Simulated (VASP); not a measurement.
A run of VASP 6.6.1 is set up as follows.

The input INCAR:

```
ALGO = Normal
EDIFF = 1E-8
ENCUT = 520
GGA = PE
IBRION = 8
ISIF = 2
ISMEAR = -1
LASPH = True
LCHARG = False
LEPSILON = True
LREAL = False
LWAVE = False
NELM = 60
PREC = Accurate
SIGMA = 0.05
```

Contents of KPOINTS:

```
k-points
0
Gamma
  8 8 8
```

File POSCAR:

```
InP
1.0
    0.0000000000      2.9305000000      2.9305000000
    2.9305000000      0.0000000000      2.9305000000
    2.9305000000      2.9305000000      0.0000000000
In P
1 1
Direct
    0.0000000000      0.0000000000      0.0000000000
    0.7500000000      0.7500000000      0.7500000000
```

Potentials or basis: VASP PAW PBE potentials, release 64 (In_d, P).

Command:

```console
$ cat potpaw_PBE.64/In_d/POTCAR potpaw_PBE.64/P/POTCAR > POTCAR
$ mpirun -np 1 vasp_std > vasp.out
```

What does it give for the electronic dielectric tensor (diagonal)?

14.63.

Predict the Born charges (mean of the diagonal).

In +2.64; P -2.64 e.

Predict the band gap on the k mesh.

0.71 eV, direct.

What does it give for the highest phonon frequency at Γ, LO-TO splitting left out?

302 cm⁻¹.

Born effective charge tensors (e):
atom 1, In
```
2.64 0.00 0.00
0.00 2.64 0.00
0.00 0.00 2.64
```
atom 2, P
```
-2.64  0.00  0.00
 0.00 -2.64  0.00
 0.00  0.00 -2.64
```

Caveat: spin-orbit coupling is left out, which moves the levels of the heavy elements.

**The experiment to reproduce.**

From a printed reference work, data compilation, for a bulk crystal of InP at 1.6 K: band gap 1.4236 eV (direct).

A printed reference work, textbook reports, for a bulk crystal of InP at 300 K: high-frequency dielectric constant 9.61.

Against the measured gap of InP, 1.4236 eV (direct; 1.6 K; a printed reference work, data compilation), the calculated 0.71 eV is off by -0.71 eV. Spin-orbit coupling on In is left out. The value is that of PBE, without temperature or zero-point motion. Semilocal functionals fall short of measured gaps as a rule. Against the measured high-frequency dielectric constant of InP, 9.61 (300 K; a printed reference work, textbook), the calculated 14.63 is off by +52.2 %. So large a miss can be the level of theory's own, or it may mean another phase, state or a wrong row.
